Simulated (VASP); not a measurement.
# TaC (Fm-3m) in VASP: further runs, part 2 of 2

VASP 6.6.1. The steps go on from the part before.

## 5. Relaxation of cell and atoms, PBE

This run uses another cell than the first one, of 11.19 Å³/atom, 1.019 times its volume.

INCAR

```
ALGO     = Normal         # electronic algorithm
EDIFF    = 1E-7           # SCF threshold, eV
EDIFFG   = -0.005         # ionic threshold
ENCUT    = 300            # plane-wave cutoff, eV
GGA      = PE             # functional
IBRION   = 2              # ionic algorithm
ISIF     = 3              # what is computed and relaxed
ISMEAR   = 1              # smearing method
LASPH    = True           # aspherical terms in the spheres
LCHARG   = False          # write CHGCAR
LREAL    = False          # projectors in reciprocal space
LWAVE    = False          # write WAVECAR
NELM     = 80             # most SCF steps
NSW      = 90             # ionic steps
PREC     = Accurate       # precision mode
SIGMA    = 0.1            # smearing width, eV
```

KPOINTS

```
k-points
0
Gamma
  7 7 7
```

POSCAR

```
TaC                                     
1.0
   -0.0000000000      2.2367951708      2.2367951708
    2.2367951708      0.0000000000      2.2367951708
    2.2367951708      2.2367951708      0.0000000000
  Ta              C             
     1     1
Direct
     0.0000000000000000    0.0000000000000000    0.0000000000000000
     0.5000000000000000    0.5000000000000000    0.5000000000000000
```

Potentials or basis: VASP PAW PBE potentials, release 64 (Ta_pv, C_s).

Launch:

```bash
> cat potpaw_PBE.64/Ta_pv/POTCAR potpaw_PBE.64/C_s/POTCAR > POTCAR
> mpirun -np 1 vasp_std > vasp.out
```

OUTCAR:

```text
EDIFF = 1E-7
   EDIFFG = -0.005
   ENCUT = 300
   GGA = PE
   IBRION = 2
   ISIF = 3
   ISMEAR = 1
   LASPH = True
   LREAL = False
   NELM = 80
   NSW = 90
   PREC = Accurate

 ion  position               nearest neighbor table
   1  0.000  0.000  0.000-   2 2.24   2 2.24   2 2.24   2 2.24   2 2.24   2 2.24
   2  0.500  0.500  0.500-   1 2.24   1 2.24   1 2.24   1 2.24   1 2.24   1 2.24

  LATTYP: Found a face centered cubic cell.
 ALAT       =     4.4735903416

  Lattice vectors:

 A1 = (   0.0000000000,   2.2367951708,   2.2367951708)
 A2 = (   2.2367951708,   0.0000000000,   2.2367951708)
 A3 = (   2.2367951708,   2.2367951708,   0.0000000000)

Analysis of symmetry for initial positions (statically):
=====================================================================
 Subroutine PRICEL returns:
 Original cell was already a primitive cell.

 Routine SETGRP: Setting up the symmetry group for a
 face centered cubic supercell.

 Subroutine GETGRP returns: Found 48 space group operations
 (whereof 48 operations were pure point group operations)
 out of a pool of 48 trial point group operations.

The static configuration has the point symmetry O_h .

Analysis of symmetry for dynamics (positions and initial velocities):
=====================================================================
 Subroutine PRICEL returns:
 Original cell was already a primitive cell.

 Routine SETGRP: Setting up the symmetry group for a
 face centered cubic supercell.

 Subroutine GETGRP returns: Found 48 space group operations
 (whereof 48 operations were pure point group operations)
 out of a pool of 48 trial point group operations.

The dynamic configuration has the point symmetry O_h .

 Subroutine INISYM returns: Found 48 space group operations
 (whereof 48 operations are pure point group operations),
 and found     1 'primitive' translations

----------------------------------------------------------------------------------------

                                     Primitive cell

  volume of cell :      22.3825

  direct lattice vectors                    reciprocal lattice vectors
     0.000000000  2.236795171  2.236795171    -0.223534102  0.223534102  0.223534102
     2.236795171  0.000000000  2.236795171     0.223534102 -0.223534102  0.223534102
     2.236795171  2.236795171  0.000000000     0.223534102  0.223534102 -0.223534102

  length of vectors
     3.163306067  3.163306067  3.163306067     0.387172422  0.387172422  0.387172422

  position of ions in fractional coordinates (direct lattice)
     0.000000000  0.000000000  0.000000000
     0.500000000  0.500000000  0.500000000

  ion indices of the primitive-cell ions
   primitive index   ion index
                 1           1
                 2           2

----------------------------------------------------------------------------------------

 KPOINTS: k-points

Automatic generation of k-mesh.
 Grid dimensions read from file:
[... 25 lines left out ...]
  0.428571  0.000000  0.000000      8.000000
  0.142857  0.142857  0.000000      6.000000
  0.285714  0.142857  0.000000     24.000000
[... 12 lines left out ...]
 -0.428571  0.428571  0.142857     24.000000
 -0.285714  0.428571  0.142857     24.000000
   k-points           NKPTS =     20   k-points in BZ     NKDIM =     20   number of bands    NBANDS=     11
   number of dos      NEDOS =    301   number of ions     NIONS =      2
   total plane-waves  NPLWV =   5832
   dimension x,y,z NGX =    18 NGY =   18 NGZ =   18
   dimension x,y,z NGXF=    36 NGYF=   36 NGZF=   36
   ions per type =               1   1
   NGX,Y,Z   is equivalent  to a cutoff of   9.46,  9.46,  9.46 a.u.
   NGXF,Y,Z  is equivalent  to a cutoff of  18.92, 18.92, 18.92 a.u.
 SYSTEM =  unknown system
   PREC   = accura    normal or accurate (medium, high low for compatibility)
   ISTART =      0    job   : 0-new  1-cont  2-samecut
   ICHARG =      2    charge: 1-file 2-atom 10-const
   ISPIN  =      1    spin polarized calculation?
   LNONCOLLINEAR =      F non collinear calculations
   LSORBIT =      F    spin-orbit coupling
   LASPH  =      T    aspherical Exc in radial PAW
   ENCUT  =  300.0 eV  22.05 Ry    4.70 a.u.   4.47  4.47  4.47*2*pi/ulx,y,z
   NELM   =     80;   NELMIN=  2; NELMDL= -5     # of ELM steps
   EDIFF  = 0.1E-06   stopping-criterion for ELM
   LREAL  =      F    real-space projection
   EDIFFG = -.5E-02   stopping-criterion for IOM
   NSW    =     90    number of steps for IOM
   IBRION =      2    ionic relax: 0-MD 1-quasi-New 2-CG
   NFREE  =      1    steps in history (QN), initial steepest desc. (CG)
   ISIF   =      3    stress and relaxation
   ISYM   =      2    0-nonsym 1-usesym 2-fastsym
   POTIM  = 0.5000    time-step for ionic-motion
   TEBEG  =    0.0;   TEEND  =   0.0 temperature during run
   PSTRESS=    0.0 pullay stress
   NELECT =      15.0000    total number of electrons
   NUPDOWN=      -1.0000    fix difference up-down
   EMIN   =  10.00;   EMAX   =-10.00  energy-range for DOS
   EFERMI =   0.00;   METHOD = LEGACY
   ISMEAR =     1;   SIGMA  =   0.10  broadening in eV -4-tet -1-fermi 0-gaus
   EFERMI_NEDOS =   21; number of points for ismear=-14 and -15
   IALGO  =     38    algorithm
   IMIX   =      4    mixing-type and parameters
     AMIX     =   0.40;   BMIX     =  1.00
     AMIX_MAG =   1.60;   BMIX_MAG =  1.00
  volume/ion in A,a.u.               =      11.19        75.52
  Fermi-wavevector in a.u.,A,eV,Ry     =   1.432635  2.707288 27.925202  2.052444
  Thomas-Fermi vector in A             =   2.552241
   LORBIT       =      0    0 simple, 1 ext, 2 COOP (PROOUT), +10 PAW based schemes
   GGA     = PE    functional components
   LHFCALC =     F    Hartree Fock is set to
   AEXX    =    0.0000 exact exchange contribution
   IVDW    =     0    specifies the selected vdW correction
   LEPSILON=     F    determine dielectric tensor
   LRPA    =     F    only Hartree local field effects (RPA)
 conjugate gradient relaxation of ions
 non-spin polarized calculation
 Methfessel and Paxton  Order N= 1 SIGMA  =   0.10
  energy-cutoff  :      300.00
  volume of cell :       22.38
 maximum number of plane-waves:       279
 NGX is ok and might be reduce to    18
   NGX =  9   NGY =  9   NGZ =  9

 number of electron      15.0000002 magnetization

 Free energy of the ion-electron system (eV)
  ---------------------------------------------------
  ext. energy  EPLUGINS =         0.00000000
  ---------------------------------------------------
  free energy    TOTEN  =       -22.20051705 eV

  energy without entropy =      -22.19864246  energy(sigma->0) =      -22.19989219

 E-fermi :   8.5984     XC(G=0): -13.1314

 val. band max:        8.5859948255   @ k =  -0.4286   0.2857   0.0000
 cond. band min:       8.8840663523   @ k =   0.4286   0.1429   0.0000
 fundamental gap:      0.2980715268
 Fermi energy:         8.5984335049

 k-point     1 :       0.0000    0.0000    0.0000
  band No.  band energies     occupation
      1     -26.4660      2.00000
      2     -26.4660      2.00000
      3     -26.4660      2.00000
      4      -6.0818      2.00000
      5       7.3381      2.00000
      6       7.3381      2.00000
      7       7.3381      2.00000
      8       8.1800      2.00000
      9       8.1800      2.00000
     10       8.1800      2.00000
     11       9.2918     -0.00000
[... 253 lines left out ...]
 k-point    20 :      -0.2857    0.4286    0.1429
  band No.  band energies     occupation
      1     -26.9151      2.00000
      2     -26.8841      2.00000
      3     -26.6738      2.00000
      4      -3.0407      2.00000
      5       2.7479      2.00000
      6       3.7052      2.00000
      7       4.1509      2.00000
      8       9.4143     -0.00000
      9      10.8230      0.00000
     10      12.6456      0.00000
     11      14.1189      0.00000

------------------------ aborting loop because EDIFF is reached ----------------------------------------

  FORCE on cell =-STRESS in cart. coord.  units (eV):
  Direction    XX          YY          ZZ          XY          YZ          ZX
  --------------------------------------------------------------------------------------
  -------------------------------------------------------------------------------------
  Total       -0.0004868     -0.0004868     -0.0004868     -0.0000000      0.0000000      0.0000000
  in kB       -0.0348441     -0.0348441     -0.0348441     -0.0000000      0.0000000      0.0000000
  external PRESSURE =      -0.0348441 kB  Pullay stress =       0.0000000 kB

 VOLUME and BASIS-vectors are now :
 -----------------------------------------------------------------------------
  energy-cutoff  :      300.00
  volume of cell :       22.38
      direct lattice vectors                 reciprocal lattice vectors
     0.000000000  2.236795171  2.236795171    -0.223534102  0.223534102  0.223534102
     2.236795171  0.000000000  2.236795171     0.223534102 -0.223534102  0.223534102
     2.236795171  2.236795171  0.000000000     0.223534102  0.223534102 -0.223534102

 POSITION                                       TOTAL-FORCE (eV/Angst)
 -----------------------------------------------------------------------------------
      0.00000      0.00000      0.00000        -0.000000      0.000000     -0.000000
      2.23680      2.23680      2.23680         0.000000     -0.000000      0.000000
 -----------------------------------------------------------------------------------
    total drift:                               -0.000000      0.000000      0.000000

  FREE ENERGIE OF THE ION-ELECTRON SYSTEM (eV)
  ---------------------------------------------------
  free  energy   TOTEN  =       -22.2005170500 eV

  energy  without entropy=      -22.1986424602  energy(sigma->0) =      -22.19989219

 reached required accuracy - stopping structural energy minimisation
```

Wall time 4.1 s (1 thread of Intel Xeon Platinum 8259CL at 2.50GHz (Skylake/Cascade Lake), shared host); peak memory 0.12 GiB.

The run converged, but some of its settings lie outside the range that counts as converged, so its numbers aren't taken as properties of the crystal.

What came out:

```
Free energy            : -22.2005 eV
Band gap on the k mesh : none (metal or under the smearing width)
```

Caveat: the cutoff is under 1.25 times the usual one of these potentials, so pressure, stress and relaxed cells hold a basis-set (Pulay) error; the relaxation stopped at its first step, so nothing moved.
